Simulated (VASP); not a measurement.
Input of a VASP 6.6.1 run:

Contents of INCAR:

```
AGGAC = 1.0
AGGAX = 1.0
ALDAC = 0.0
ALDAX = 1.0
ALGO = Normal
EDIFF = 1E-6
ENCUT = 520
GGA = B5
ISIF = 2
ISMEAR = -1
LASPH = T
LCHARG = F
LREAL = F
LWAVE = F
NBANDS = 10
NELM = 100
PREC = Accurate
SIGMA = 0.1
```

The input KPOINTS:

```
k-points
0
Gamma
  20 20 20
```

POSCAR

```
Ir
1.0
    2.6172762149      0.0000000000      0.0000000000
    0.0000000000      2.6172762149      0.0000000000
    0.0000000000      0.0000000000      2.6172762149
Ir
1
Direct
    0.0000000000      0.0000000000      0.0000000000
```

Potentials or basis: VASP PAW PBE potentials, release 64 (Ir).

The run is started by

```sh
$ cat potpaw_PBE.64/Ir/POTCAR > POTCAR
$ mpirun -np 1 vasp_std > vasp.out
```

Question: Predict the band gap on the k mesh.

Answer: None (metal or under the smearing width).

Question: Estimate the pressure.

Answer: 1.3 GPa.

Caveat: the PAW data sets were made with another functional, which shifts forces and pressure a little. Spin-orbit coupling is left out, which matters for the levels of Ir.
